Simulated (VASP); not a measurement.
Crystal: InAgTe2.

```
CELL_PARAMETERS angstrom
-3.23360 3.23360 6.31655
3.23360 -3.23360 6.31655
3.23360 3.23360 -6.31655
ATOMIC_POSITIONS crystal
In 0.50000 0.50000 0.00000
In 0.25000 0.75000 0.50000
Ag 0.00000 0.00000 0.00000
Ag 0.75000 0.25000 0.50000
Te 0.37500 0.38680 0.51180
Te 0.61320 0.12500 0.98820
Te 0.87500 0.86320 0.48820
Te 0.13680 0.62500 0.01180
```

| Property | Result |
| --- | --- |
| Program | VASP 6.6.1 |
| Task | relaxation of cell and atoms |
| Functional | PBE |
| Potentials or basis | VASP PAW PBE potentials, release 64 (In_d, Ag, Te) |
| Cutoff | 600 eV |
| k mesh | 8 × 8 × 8 |
| Occupations | gaussian, width 0.03 eV |
| Spin | no spin polarisation |

At the start: pressure 3.2 GPa; volume 33.02 Å³/atom.

Where does the relaxation end?

Over 10 steps the energy falls by 42.9 meV/atom and the volume is 35.00 Å³/atom (+6.0 %); space group I-42d (No. 122, to 0.05 Å).

The path:
| step | energy change (eV) | largest force (eV/Å) | pressure (GPa) | volume (Å³) |
| --- | --- | --- | --- | --- |
| 1 | 0.0000 | 0.9119 | 3.24 | 264.19 |
| 2 | -0.2605 | 0.3256 | -0.97 | 290.56 |
| 3 | -0.2695 | 0.4055 | -0.41 | 286.09 |
| 4 | -0.3043 | 0.2996 | -0.27 | 284.05 |
| 5 | -0.3405 | 0.0471 | 0.11 | 279.52 |
| 6 | -0.3408 | 0.0203 | 0.15 | 279.07 |
| 7 | -0.3418 | 0.0108 | -0.09 | 280.76 |
| 8 | -0.3419 | 0.0056 | -0.05 | 280.48 |
| 9 | -0.3424 | 0.0062 | -0.03 | 280.34 |
| 10 | -0.3429 | 0.0074 | 0.02 | 279.99 |

Final structure:
```
CELL_PARAMETERS angstrom
-3.28191 3.28191 6.49881
3.28191 -3.28191 6.49881
3.28191 3.28191 -6.49881
ATOMIC_POSITIONS crystal
In 0.50000 0.50000 0.00000
In 0.25000 0.75000 0.50000
Ag 0.00000 0.00000 0.00000
Ag 0.75000 0.25000 0.50000
Te 0.37500 0.36901 0.49401
Te 0.63099 0.12500 0.00600
Te 0.87500 0.88099 0.50599
Te 0.11900 0.62500 0.99401
```
